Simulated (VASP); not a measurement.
**AlN: relaxation of cell and atoms with PBE**

AlN:

```xyz
4
Lattice="3.1130 0.0000 0.0000 -1.5565 2.6959 0.0000 0.0000 0.0000 4.9810" Properties=species:S:1:pos:R:3 pbc="T T T"
Al    0.0000    1.7973    0.0000
Al    1.5565    0.8986    2.4905
N     0.0000    1.7973    1.8928
N     1.5565    0.8986    4.3833
```

```yaml
Program: VASP 6.6.1
Task: relaxation of cell and atoms
Functional: PBE
Potentials_or_basis: VASP PAW PBE potentials, release 64 (Al, N)
Cutoff: 600 eV
k_mesh: 8 × 8 × 5
Occupations: gaussian, width 0.05 eV
Spin: no spin polarisation
Further_INCAR_settings: ALGO = Normal; EDIFF = 1e-07; IBRION = 2; EDIFFG = -0.005; NSW = 60; ISIF = 3
```

```
Relaxed volume                         : 10.63 Å³/atom
Relaxed cell                           : a = 3.128 Å, b = 3.128 Å, c = 5.015 Å, α = 90.00°, β = 90.00°, γ = 120.00°
Space group after relaxing (to 0.05 Å) : P6_3mc (No. 186)
Energy gained by relaxing              : 2.1 meV/atom
Ionic steps                            : 7
Pressure after relaxing                : 0.0 GPa
Band gap on the k mesh                 : 4.06 eV, direct
```

Forces in eV/Å, atoms in the order of the input:
```
Al   0.000  0.000  0.002
Al   0.000  0.000  0.002
N    0.000  0.000 -0.002
N    0.000  0.000 -0.002
```

The path:
```csv
step,energy change (eV),largest force (eV/Å),pressure (GPa),volume (Å³)
1,0.0000,0.1290,3.33,41.80
2,-0.0018,0.0913,-2.78,43.13
3,-0.0083,0.0034,0.00,42.50
4,-0.0083,0.0058,0.07,42.48
5,-0.0083,0.0074,0.04,42.49
6,-0.0083,0.0081,0.03,42.49
7,-0.0083,0.0022,-0.02,42.50
```

Final structure:
```cif
data_structure
_symmetry_space_group_name_H-M 'P 1'
_symmetry_Int_Tables_number 1
_cell_length_a 3.1282
_cell_length_b 3.1282
_cell_length_c 5.0155
_cell_angle_alpha 90.000
_cell_angle_beta 90.000
_cell_angle_gamma 120.000
_cell_volume 42.50
loop_
_atom_site_label
_atom_site_type_symbol
_atom_site_fract_x
_atom_site_fract_y
_atom_site_fract_z
_atom_site_occupancy
Al1 Al 0.33333 0.66667 0.99923 1
Al2 Al 0.66667 0.33333 0.49923 1
N1 N 0.33333 0.66667 0.38077 1
N2 N 0.66667 0.33333 0.88077 1
```

Levels at points of the mesh, in eV from the valence-band top:
```tsv
k point	band 4	band 5	band 6	band 7	band 8	band 9	band 10	band 11	band 12
(0.00, 0.00, 0.00)	-0.85	-0.85	-0.20	-0.20	0.00	4.06	6.53	10.47	11.04
(0.50, 0.00, 0.00)	-4.13	-3.30	-2.06	-1.75	-0.68	5.77	5.77	8.04	10.16
```

It took 34 s on 1 thread of Intel(R) Xeon(R) 6975P-C (Granite Rapids), on a shared host, peak memory 0.18 GiB.

As with any semilocal functional, this PBE gap is likely too small. PBE usually gives volumes a little too large and moduli too small.
